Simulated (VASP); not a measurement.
ZrN:

```
Zr N
1.0
     0.00000    2.29427    2.29427
     2.29427    0.00000    2.29427
     2.29427    2.29427    0.00000
Zr N
1 1
Direct
  0.50000 0.50000 0.50000
  0.00000 0.00000 0.00000
```

The cell is a database's computed one.

| Property | Result |
| --- | --- |
| Program | VASP 6.6.1 |
| Task | relaxation of cell and atoms |
| Functional | PBEsol |
| Potentials or basis | VASP PAW PBE potentials, release 64 (Zr_sv, N_s) |
| Cutoff | 480 eV |
| k mesh | 16 × 16 × 16 |
| Occupations | gaussian, width 0.1 eV |
| Spin | no spin polarisation |

At the start: pressure -5.7 GPa; volume 12.08 Å³/atom.

Q: Where does the relaxation end?

A: Over 4 steps the energy falls by 4.9 meV/atom and the volume is 11.81 Å³/atom (-2.2 %); space group Fm-3m (No. 225, to 0.05 Å).

The path:
| step | energy change (eV) | largest force (eV/Å) | pressure (GPa) | volume (Å³) |
| --- | --- | --- | --- | --- |
| 1 | 0.0000 | 0.0000 | -5.73 | 24.15 |
| 2 | 0.0243 | 0.0000 | 11.99 | 22.67 |
| 3 | -0.0098 | 0.0000 | -0.07 | 23.62 |
| 4 | -0.0098 | 0.0000 | 0.04 | 23.61 |

Final structure:
```cif
data_structure
_symmetry_space_group_name_H-M 'P 1'
_symmetry_Int_Tables_number 1
_cell_length_a 3.2203
_cell_length_b 3.2203
_cell_length_c 3.2203
_cell_angle_alpha 60.000
_cell_angle_beta 60.000
_cell_angle_gamma 60.000
_cell_volume 23.61
loop_
_atom_site_label
_atom_site_type_symbol
_atom_site_fract_x
_atom_site_fract_y
_atom_site_fract_z
_atom_site_occupancy
Zr1 Zr 0.50000 0.50000 0.50000 1
N1 N 0.00000 0.00000 0.00000 1
```

Caveat: the PAW data sets were made with another functional, which shifts forces and pressure a little.
